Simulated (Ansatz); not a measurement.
# Ru (P6_3/mmc) in Ansatz: further runs

One crystal, Ru, is run at these levels: PBE, PBE+D3(BJ); tasks: single point, relaxation of cell and atoms.

Program: Ansatz 0.2.0. These are calculated values, not measurements. Logs are shortened: lines on timing, memory, paths and dates and some standing lists are left out, and cuts for length are marked.

## Step 1: The structure

It takes space group P6_3/mmc (No. 194, hexagonal). The conventional cell has a = 2.706 Å, b = 2.706 Å, c = 4.282 Å, α = 90.00°, β = 90.00°, γ = 120.00°. Ru (site symmetry -6m2) is surrounded by 12 Ru at 2.65 to 2.71 Å.

## Step 2: Single point, PBE

The input, input.yaml:

```yaml
crystal:
  lattice:
    - [2.7058, 0.0, 0.0]
    - [-1.3529, 2.3432915376, 0.0]
    - [0.0, 0.0, 4.2819]
  atoms:
    - { symbol: Ru, position: [0.6666666667, 0.3333333333, 0.75] }
    - { symbol: Ru, position: [0.3333333333, 0.6666666667, 0.25] }
hamiltonian:
  xc: pbe
  pseudopotentials: { kind: paw }
kpoints:
  mp_grid: { grid: [11, 11, 6] }
scf:
  occupations: { method: gaussian, width: 0.025 }
output:
  forces: true
  stress: true
  eigenvalues: true
```

Potentials or basis: Ansatz PAW.

Command:

```sh
$ ansatz run input.yaml --threads 2 --pin off --max-ram 5632MiB --backend cpu --events-out ev --progress --plain --runs-dir out
```

Log:

```text
Warning: RAYON_NUM_THREADS=2 ignored (pool sized by the plan → 2); use --threads N
Engine: ansatz 0.2.0, x86_64-unknown-linux-gnu
Pseudopotentials: kind: paw
Pseudopotential: Ru, paw, valence charge 16, recommended cutoff 420 eV (normal), Ru.paw.azcp
Functional definition: PBE
  parameter kappa = 0.804
  parameter beta = 0.06672455060314922
  exchange = pbe_x(kappa = kappa, mu = beta*pi^2/3)
  correlation = pbe_c(beta = beta)
Crystal: 2 atoms, lattice volume = 27.149 Å³
Basis set: ecut = 420 eV, 537 PW (Γ), exchange–correlation on 40×40×60 points (8 copies of the dense FFT grid, shifted against one another)
Bands: 20, of which v1, the nominal top of the filled ones, is band 16 counted from 1 (15 counted from 0)
Symmetry: 24 space group operations
Space group: P63/mmc (ITA 194), of the structure as read, at distance tolerance 3.0e-5 Å
k-points: 64 of 726
Non-local potential: Ru, projectors of the file, l = 0: 3, l = 1: 2, l = 2: 2, l = 3: 1
PAW form: soft (Blöchl's): semilocal exchange-correlation on the pseudo side does not see the compensation charge
PAW one-centre angular grid: Ru, 590 points (default); XC on 64 Gauss nodes
Initial density: superposition of atomic densities (neutral atoms: chi_scale 0, normalization atom), corrected by the library's trained network
Initial wavefunctions: pseudopotential atomic-orbital guess
Functional: x = pbe(κ = 0.804, μ = 0.2195149727645171), c = pbe(β = 0.06672455060314922)
SCF iter   1: F=—  HF=-11757.355943 eV  |F-HF|=—  |Δ(HF+E_count)|=         —  Δρ=6.49e-3  dr2=2.28e-3  ethr=1.77e-3  ⟨swp⟩=5.4  Hψ=5115  notcnv=0
preconditioner: auto → none  [insulator: Δε(μ)=0.034 eV  Ē_g=5.825 eV  σ=0.025 eV  W_gap=0.58  n_scr=8 (ndim 8)  ℏωp=28.5 eV  f_vac=0.000  D(μ)=4.39/eV (n_scr^D=72)  ε∞_Penn≈25.0]
SCF iter   2: F=—  HF=-11757.358773 eV  |F-HF|=—  |Δ(HF+E_count)|=   2.83e-3  Δρ=3.39e-3  dr2=6.10e-4  ethr=7.11e-6  ⟨swp⟩=2.0  Hψ=2863  notcnv=0  defer=10
SCF iter   3: F=—  HF=-11757.359653 eV  |F-HF|=—  |Δ(HF+E_count)|=   8.80e-4  Δρ=1.71e-4  dr2=2.74e-6  ethr=1.91e-6  ⟨swp⟩=2.1  Hψ=1729  notcnv=0  defer=10
SCF iter   4: F=—  HF=-11757.359615 eV  |F-HF|=—  |Δ(HF+E_count)|=   3.85e-5  Δρ=6.54e-5  dr2=3.43e-7  ethr=8.56e-9  ⟨swp⟩=2.0  Hψ=2292  notcnv=0  defer=10
iter 5 did not close the SCF: its close was put off for the readings that it lacked (scf_convergence_deferred on its scf_iter line)
SCF iter   5: F=-11757.359615 eV  HF=-11757.359615 eV  |F-HF|=4.42e-8  |Δ(HF+E_count)|=   5.68e-8  Δρ=3.48e-5  dr2=6.21e-8  ethr=1.07e-9  ⟨swp⟩=2.0  Hψ=2059  notcnv=0  defer=10
SCF iter   6: F=-11757.359615 eV  HF=-11757.359615 eV  |F-HF|=6.73e-11  |Δ(HF+E_count)|=   4.79e-8  Δρ=2.67e-6  dr2=3.01e-10  ethr=1.94e-10  ⟨swp⟩=2.9  Hψ=4828  notcnv=0
SCF 1 converged in 6 iterations: F = -11757.359615 eV  dr2 = 3.01e-10
SCF converged after 6 iterations
Free energy (F): -11757.359615 eV
Harris-Foulkes:  -11757.359615 eV  (|F-HF|=6.73e-11)
Internal energy: -11757.358247 eV  (E = F + TS)
E sigma→0 (E₀):  -11757.358931 eV
Entropy (-TS):   -0.001368 eV (-0.684 meV/atom)
Fermi energy:    23.472905 eV
--- Per-component energies (eV) ---
  E_band       = -105.862868
  E_kinetic    = 1028.919456
  E_local      = -2515.252997  (includes V_loc(G=0)·N_el)
  E_nonlocal   = 685.927430
  E_hartree    = 808.339267
  E_xc         = -381.450690
  E_vxc        = -478.940586  (∫ρ·V_xc dr)
  E_paw        = -6921.385052  (= ΣΔE_a)
  E_vpaw       = -443.193919  (= ΣTr[D̂ρ^β])
  E_aug_tail   = -0.000389  (compensation charges beyond the density's cutoff)
  E_ewald      = -4462.455271
  E_smearing   = -0.001368  (= −TS)
  E_closure    = 0.000000  (closes the sum)
  Σ components = -11757.359615   (vs F -11757.359615, Δ=0.00e0)
--- Forces (eV/Å), atoms counted from 1 ---
  atom   1  Ru     0.00000000     0.00000000    -0.00000000
  atom   2  Ru     0.00000000    -0.00000000     0.00000000
  max |Σ_I F_I| component: 9.25e-18 eV/Å
--- Stress (GPa, compression-positive) ---
        4.570235       0.000000      -0.000000
       -0.000000       4.570235      -0.000000
       -0.000000      -0.000000       4.393225
  P = ⅓ Tr σ = 4.5112 GPa (45.112 kbar)
--- Band table (eV; the first three rows and the last of 64) ---
  k-point 0: bands = ["-49.6044", "-49.3990", "-20.0943", "-19.1577", "-19.1577", "-18.9871", "-18.9871", "-18.9466", "15.5420", "17.3240", "20.9316", "20.9316", "21.1061", "21.6136", "21.6136", "22.1386", "22.1386", "24.7148", "24.7148", "24.8187"]
  k-point 1: bands = ["-49.5908", "-49.4130", "-20.0207", "-19.1464", "-19.1464", "-19.0271", "-18.9986", "-18.9986", "15.8491", "17.4234", "20.7800", "20.7800", "20.9579", "21.4394", "21.4394", "22.5318", "22.5318", "23.8620", "24.7212", "24.7212"]
  k-point 2: bands = ["-49.5537", "-49.4510", "-19.8175", "-19.2442", "-19.1153", "-19.1153", "-19.0301", "-19.0301", "16.6554", "17.6150", "20.6583", "20.6583", "20.6692", "21.0740", "21.0740", "22.0712", "23.3101", "23.3101", "24.5710", "24.5710"]
  k-point 63: bands = ["-49.3838", "-49.3838", "-19.8682", "-19.8682", "-19.5611", "-19.5611", "-19.1461", "-19.1461", "18.6410", "18.6410", "19.5432", "19.5432", "20.8070", "20.8070", "22.4325", "22.4325", "24.8122", "24.8122", "31.2901", "31.2901"]
```

Wall time 1.9 s (2 threads of Intel Xeon at 2.50GHz (Skylake/Cascade Lake), shared host); peak memory 0.33 GiB.

What came out:

| Quantity | Value |
| --- | --- |
| Free energy | -11757.3596 eV |
| Pressure | 4.5 GPa |
| Band gap on the k mesh | none (metal or under the smearing width) |

Stress tensor (GPa, compression positive):
```
4.57 0.00 0.00
0.00 4.57 0.00
0.00 0.00 4.39
```

Levels at points of the mesh, in eV from the Fermi level:
```csv
k point,band 12,band 13,band 14,band 15,band 16,band 17,band 18,band 19,band 20
"(0.00, 0.00, 0.00)",-2.54,-2.37,-1.86,-1.86,-1.33,-1.33,1.24,1.24,1.35
"(0.00, 0.00, -0.50)",-2.71,-2.71,-2.71,-2.66,-2.66,0.60,0.60,0.60,0.60
```

## Step 3: Single point, PBE

input.yaml: that of step 2 with these lines changed.

```diff
@@ -14,3 +14,3 @@
 scf:
-  occupations: { method: gaussian, width: 0.025 }
+  occupations: { method: gaussian, width: 0.026 }
 output:
```

Potentials or basis: Ansatz PAW.

Command:

```sh
$ ansatz run input.yaml --threads 2 --pin off --max-ram 5632MiB --backend cpu --events-out ev --progress --plain --runs-dir out
```

Run time: 1.9 s. Hardware: 2 threads of Intel Xeon at 2.50GHz (Skylake/Cascade Lake), shared host; peak memory 0.33 GiB.

Results (log left out):

```yaml
Free_energy: -11757.3597 eV
Pressure: 4.5 GPa
Band_gap_on_the_k_mesh: none (metal or under the smearing width)
```

Stress tensor (GPa, compression positive):
```
4.57 0.00 0.00
0.00 4.57 0.00
0.00 0.00 4.39
```

Levels at points of the mesh, in eV from the Fermi level:
| k point | band 13 | band 14 | band 15 | band 16 | band 17 | band 18 | band 19 | band 20 |
| --- | --- | --- | --- | --- | --- | --- | --- | --- |
| (0.00, 0.00, 0.00) | -2.37 | -1.86 | -1.86 | -1.33 | -1.33 | 1.24 | 1.24 | 1.35 |
| (0.00, 0.00, -0.50) | -2.71 | -2.71 | -2.66 | -2.66 | 0.60 | 0.60 | 0.60 | 0.60 |

## Step 4: Relaxation of cell and atoms, PBE+D3(BJ)

input.yaml: that of step 3 with these lines changed.

```diff
@@ -11,2 +11,3 @@
   pseudopotentials: { kind: paw }
+  dispersion: d3bj
 kpoints:
@@ -14,3 +15,3 @@
 scf:
-  occupations: { method: gaussian, width: 0.026 }
+  occupations: { method: fermi_dirac, width: 0.05 }
 output:
@@ -18,2 +19,5 @@
   stress: true
-  eigenvalues: true
+relax:
+  f_tol: 0.01
+  max_steps: 40
+  cell: { stress_tol: 0.05 }
```

Command:

```sh
$ ansatz run input.yaml --threads 2 --pin off --max-ram 5632MiB --backend cpu --events-out ev --progress --plain --runs-dir out
```

Wall time 9 s (2 threads of Intel Xeon at 2.50GHz (Skylake/Cascade Lake), shared host); peak memory 0.34 GiB.

It converged, with:

```yaml
Free_energy: -11758.6197 eV
Relaxed_volume: 13.45 Å³/atom
Relaxed_cell: a = 2.697 Å, b = 2.697 Å, c = 4.269 Å, α = 90.00°, β = 90.00°, γ = 120.00°
Space_group_after_relaxing_to_0.05_Å: P6_3/mmc (No. 194)
Energy_gained_by_relaxing: 1.3 meV/atom
Ionic_steps: 4
Pressure_after_relaxing: 0.0 GPa
```

Step by step:
```csv
step,energy change (eV),largest force (eV/Å),volume (Å³)
1,0.0000,0.0000,27.15
2,-0.0026,0.0000,26.90
3,-0.0026,0.0000,26.89
4,-0.0025,0.0000,26.89
```

Final structure:
```
Ru
1.0
     2.69702    0.00000    0.00000
    -1.34851    2.33568    0.00000
     0.00000    0.00000    4.26897
Ru
2
Cartesian
  1.3485 0.7786 3.2017
  0.0000 1.5571 1.0672
```

Caveat: the plane-wave basis is chosen anew once the cell has moved, so the energies of steps on either side of that aren't comparable.

## Step 5: Summary

| task | level | cell | smearing | gap on the mesh (eV) | pressure (GPa) |
| --- | --- | --- | --- | --- | --- |
| single point | PBE | as given | gaussian 0.025 eV | none | 4.5 |
| single point | PBE | as given | gaussian 0.026 eV | none | 4.5 |
| relaxation of cell and atoms | PBE+D3(BJ) | relaxed | fermi-dirac 0.05 eV | - | 0.0 |

Alike in all rows: potentials or basis Ansatz PAW; no spin polarisation; k mesh 11 × 11 × 6; cutoff (eV) 420.

Caveats: the plane-wave basis is chosen anew once the cell has moved, so the energies of steps on either side of that aren't comparable (some runs).

Total energies depend on the potentials used, so only differences within one code and one set of settings carry meaning.
